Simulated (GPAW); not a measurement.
AlRu:

```xyz
2
Lattice="2.9916 0.0000 0.0000 0.0000 2.9916 0.0000 0.0000 0.0000 2.9916" Properties=species:S:1:pos:R:3 pbc="T T T"
Ru    1.4958    1.4958    1.4958
Al    0.0000    0.0000    0.0000
```

- Program: GPAW 26.7.0
- Task: relaxation of cell and atoms
- Functional: PBE
- Potentials or basis: GPAW PAW data sets (gpaw-data 1.2.1)
- Cutoff: 600 eV
- Basis: pw
- k mesh: 9 × 9 × 9
- Occupations: fermi-dirac, width 0.05 eV
- Spin: no spin polarisation

At the start: pressure 3.2 GPa; volume 13.39 Å³/atom.

Question: Where does the relaxation end?

Answer: Over 9 steps the energy falls by 2.1 meV/atom and the volume is 13.60 Å³/atom (+1.6 %); space group Pm-3m (No. 221, to 0.05 Å).

The path:
| step | energy change (eV) | largest force (eV/Å) | pressure (GPa) | volume (Å³) |
| --- | --- | --- | --- | --- |
| 1 | 0.0000 | 0.0000 | 3.20 | 26.77 |
| 2 | -0.0019 | 0.0000 | 2.34 | 26.88 |
| 3 | -0.0039 | 0.0000 | 0.88 | 27.07 |
| 4 | -0.0040 | 0.0000 | -0.76 | 27.29 |
| 5 | -0.0041 | 0.0000 | -0.71 | 27.28 |
| 6 | -0.0041 | 0.0000 | -0.62 | 27.27 |
| 7 | -0.0042 | 0.0000 | -0.49 | 27.25 |
| 8 | -0.0042 | 0.0000 | -0.32 | 27.23 |
| 9 | -0.0042 | 0.0000 | -0.13 | 27.20 |

Final structure:
```
Ru Al
1.0
     3.00751    0.00000    0.00000
     0.00000    3.00751    0.00000
     0.00000    0.00000    3.00751
Ru Al
1 1
Direct
  0.50000 0.50000 0.50000
  0.00000 0.00000 0.00000
```

Caveat: later steps reuse the first step's grids.
